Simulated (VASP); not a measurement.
Calculation: PBE GGA, VASP's PBE PAW potentials (set 64) (plane waves; VASP).

VASP input:

**KPOINTS**
```
Regular mesh
0
G
  8 8 8
0 0 0
```

### POSCAR
```
CaF2
1
    0.0000000000     2.7300000000     2.7300000000
    2.7300000000     0.0000000000     2.7300000000
    2.7300000000     2.7300000000     0.0000000000
Ca F
1 2
Direct
  0.0000000000   0.0000000000   0.0000000000
  0.2500000000   0.2500000000   0.2500000000
  0.7500000000   0.7500000000   0.7500000000
```

INCAR:
```
SYSTEM=CaF2
EDIFF=1E-6   ! SCF stop (eV)
ISIF=2
NELM=100   ! most electronic steps
GGA=PE   ! PBE
PREC=Accurate
LASPH=T   ! aspherical one-centre terms
LREAL=F
ISMEAR=0
LCHARG=F
ENCUT=525   ! plane-wave cut-off (eV)
SIGMA=0.05
ALGO=Normal
LWAVE=F
```

POTCAR, in this order: Ca_sv F (PBE.64 set). Program: vasp_std.

Output of the run:

### OSZICAR
```
       N       E                     dE             d eps       ncg     rms          rms(c)
DAV:   1     0.235220301511E+03    0.23522E+03   -0.13971E+04   928   0.154E+03
DAV:   2    -0.838513247409E+01   -0.24361E+03   -0.23880E+03  1184   0.404E+02
DAV:   3    -0.182462077088E+02   -0.98611E+01   -0.98549E+01  1040   0.917E+01
DAV:   4    -0.186302088387E+02   -0.38400E+00   -0.38390E+00  1664   0.134E+01
DAV:   5    -0.186320437181E+02   -0.18349E-02   -0.18349E-02  1008   0.102E+00    0.801E+00
DAV:   6    -0.172997446712E+02    0.13323E+01   -0.72312E+00   960   0.191E+01    0.310E+00
DAV:   7    -0.173046462387E+02   -0.49016E-02   -0.19114E-01  1208   0.391E+00    0.166E+00
DAV:   8    -0.173229291815E+02   -0.18283E-01   -0.33676E-02  1176   0.227E+00    0.196E-01
DAV:   9    -0.173272708411E+02   -0.43417E-02   -0.77815E-03  1192   0.707E-01    0.134E-01
DAV:  10    -0.173281501836E+02   -0.87934E-03   -0.13425E-03  1136   0.273E-01    0.375E-02
DAV:  11    -0.173281605025E+02   -0.10319E-04   -0.10894E-04  1296   0.996E-02    0.152E-02
DAV:  12    -0.173281673261E+02   -0.68236E-05   -0.22434E-05  1152   0.457E-02    0.328E-03
DAV:  13    -0.173281676490E+02   -0.32291E-06   -0.30775E-06  1184   0.151E-02
   1 F= -.17328168E+02 E0= -.17328168E+02  d E =-.631814E-17
```

**OUTCAR**
```
------------------------ aborting loop because EDIFF is reached ----------------------------------------
  FORCE on cell =-STRESS in cart. coord.  units (eV):
  Direction    XX          YY          ZZ          XY          YZ          ZX
  --------------------------------------------------------------------------------------
  Total        0.6693502      0.6693502      0.6693502      0.0000000      0.0000000      0.0000000
  in kB       26.3539706     26.3539706     26.3539706      0.0000000      0.0000000      0.0000000
  external PRESSURE =      26.3539706 kB  Pullay stress =       0.0000000 kB
  volume of cell :       40.69
      direct lattice vectors                 reciprocal lattice vectors
     0.000000000  2.730000000  2.730000000    -0.183150183  0.183150183  0.183150183
     2.730000000  0.000000000  2.730000000     0.183150183 -0.183150183  0.183150183
     2.730000000  2.730000000  0.000000000     0.183150183  0.183150183 -0.183150183
 POSITION                                       TOTAL-FORCE (eV/Angst)
 -----------------------------------------------------------------------------------
      0.00000      0.00000      0.00000        -0.000000     -0.000000     -0.000000
      1.36500      1.36500      1.36500         0.000000      0.000000      0.000000
      4.09500      4.09500      4.09500        -0.000000     -0.000000     -0.000000
 -----------------------------------------------------------------------------------
    total drift:                                0.000000     -0.000000      0.000000
  FREE ENERGIE OF THE ION-ELECTRON SYSTEM (eV)
  ---------------------------------------------------
  free  energy   TOTEN  =       -17.3281676490 eV

  energy  without entropy=      -17.3281676490  energy(sigma->0) =      -17.32816765
```
(Selected blocks of OUTCAR.)

The compound is CaF2 in the fluorite structure. The cell was not relaxed at this level. The run is one of a series of settings (ENCUT = 525 against the base run), some of them coarse on purpose.
